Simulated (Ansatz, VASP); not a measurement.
**Ga2N in VASP and in Ansatz**

```
CELL_PARAMETERS angstrom
0.00000 2.88627 2.88627
2.88627 0.00000 2.88627
2.88627 2.88627 0.00000
ATOMIC_POSITIONS crystal
Ga 0.50000 0.50000 0.50000
Ga 0.75000 0.75000 0.75000
N 0.00000 0.00000 0.00000
```

Alike in both runs: task single point; functional PBE; k mesh 6 × 6 × 6; occupations gaussian, width 0.1 eV; no spin polarisation.

|  | VASP | Ansatz |
| --- | --- | --- |
| version | VASP 6.6.1 | Ansatz 0.2.0 |
| potentials or method | VASP PAW PBE potentials, release 64 (Ga_d, N) | scalar-relativistic, plane waves, PAW |
| plane-wave cutoff (eV) | 520 | 420 |
| valence electrons in the cell | 31 | 31 |

Ansatz gave:

```
gap on the k mesh at the Fermi level (eV) : none
pressure (GPa)                            : -0.7
```

What did VASP give for the same quantities?

gap on the k mesh at the Fermi level (eV): none; pressure (GPa): -0.5.

A gap of «none» marks a metal or a gap that the smearing closes.
